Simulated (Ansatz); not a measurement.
PbS (CsCl type) was relaxed with 5 functionals in Ansatz, cell and atoms free, the symmetry of the start kept (meshes: PBE 8×8×8, r2SCAN 6×6×6, PBEsol 6×6×6, LDA 6×6×6, HSE06 4×4×4). The cell comes from a prototype generator: it can be a known phase or a hypothetical one. Spin polarisation is off.

The PBE result:
```
Pb S
1.0
     3.65194    0.00000    0.00000
     0.00000    3.65194    0.00000
     0.00000    0.00000    3.65194
Pb S
1 1
Cartesian
  0.0000 0.0000 0.0000
  1.8260 1.8260 1.8260
```

Space group Pm-3m (No. 221), cubic; a = 3.652 Å in the conventional setting, 24.35 Å³ an atom. Pb is surrounded by 8 S at 3.16 Å; S is surrounded by 8 Pb at 3.16 Å.

(1) Order the functionals by the relaxed volume, smallest first.
A. HSE06
B. PBE
C. PBEsol
D. r2SCAN
E. LDA

(2) How does the cell change with PBEsol?

(3) What lattice does HSE06 give?

(4) Held at the r2SCAN cell, what mean stress do LDA and PBE find, and does its sign point to their own minimum?

The cell is metallic with PBE, r2SCAN, PBEsol, LDA, HSE06, and these meshes limit the relaxed cells of a metal.

Answers

(1) E (22.14 Å³/atom), C (22.94 Å³/atom), A (23.40 Å³/atom), D (24.02 Å³/atom), B (24.35 Å³/atom).

(2) a = 3.580 Å; the volume differs by -5.8 % from PBE's. Around Pb lie 8 S at 3.10 Å; around S lie 8 Pb at 3.10 Å.

(3) a = 3.604 Å; the volume differs by -3.9 % from PBE's. Around Pb lie 8 S at 3.12 Å; around S lie 8 Pb at 3.12 Å.

(4) Yes. LDA -4.57 GPa, and its relaxed volume is -7.8 % from r2SCAN's; PBE +0.72 GPa, and its relaxed volume is +1.4 % from r2SCAN's. Compression counts positive, so a positive stress asks for a larger cell.
